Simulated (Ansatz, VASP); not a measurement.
PbO: VASP beside Ansatz

Contents of INCAR:

```
SYSTEM = PbO
PREC     = Accurate       ! precision mode
ENCUT    = 520            ! plane-wave cutoff, eV
EDIFF    = 1E-6           ! SCF threshold, eV
ISMEAR   = -1             ! smearing method
SIGMA    = 0.02           ! smearing width, eV
LREAL    = .False.        ! projectors in reciprocal space
LASPH    = .True.         ! aspherical terms in the spheres
NELM     = 100            ! most SCF steps
ALGO     = Fast           ! electronic algorithm
ISIF     = 2              ! what is computed and relaxed
LWAVE    = .False.        ! write WAVECAR
LCHARG   = .True.         ! write CHGCAR
GGA      = PE             ! functional
LELF     = .True.         ! ELF
LVHAR    = .True.       
NBANDS   = 17             ! bands
```

KPOINTS

```
regular mesh
0
Gamma
  8 8 8
  0 0 0
```

File POSCAR:

```
PbO
1.0
    0.0000000000      2.9613857355      2.4637164582
    2.9613857355      0.0000000000      2.4637164582
    2.9613857355      2.9613857355      0.0000000000
Pb O
1 1
Direct
    0.0000000000      0.0000000000      0.0000000000
    0.2500000000      0.2500000000      0.2500000000
```

Input for Ansatz:

```yaml
crystal:
  lattice:
    - [0.0, 2.9613857355, 2.4637164582]
    - [2.9613857355, 0.0, 2.4637164582]
    - [2.9613857355, 2.9613857355, 0.0]
  atoms:
    - { symbol: Pb, position: [0.0, 0.0, 0.0] }
    - { symbol: O, position: [0.25, 0.25, 0.25] }
kpoints:
  mp_grid: { grid: [8, 8, 8] }
  band_path:
    path:
      - [0.0, 0.0, 0.0]
      - [-0.5, -0.5, 0.0]
      - [-0.375, -0.375, 0.25]
      - [-0.375, 0.0, 0.375]
      - [0.0, 0.0, 0.5]
      - [-0.5, -0.25, 0.25]
      - [0.25, -0.25, -0.5]
      - [0.0, 0.5, 0.5]
    npoints: 1
hamiltonian:
  xc: pbe
scf:
  occupations: { method: fermi_dirac, width: 0.02 }
  n_extra_bands: 4
output:
  forces: true
  stress: true
  eigenvalues: true
```

Change from the starting cell: epitaxial_xy strain +5.8%.

Alike in both runs: task single point; functional PBE; k mesh 8 × 8 × 8; occupations fermi-dirac, width 0.02 eV; no spin polarisation.

|  | VASP | Ansatz |
| --- | --- | --- |
| version | VASP 6.6.1 | Ansatz 0.2.0 |
| potentials or method | VASP PAW PBE potentials, release 64 (Pb_d, O) | plane waves, PAW |
| plane-wave cutoff (eV) | 520 | 420 |
| valence electrons in the cell | 20 | 20 |

|  | VASP | Ansatz | Ansatz less VASP |
| --- | --- | --- | --- |
| pressure (GPa) | 2.0 | 2.1 | +0.06 |
| largest component of the traceless stress (GPa) | 0.17 | 0.19 | +0.019 |

The functional is the same, so the differences come from potentials, cutoffs and numerics.

Caveats: spin-orbit coupling is left out, which as a rule narrows the gap of such compounds by several tenths of an eV. A k mesh can miss the band edges.
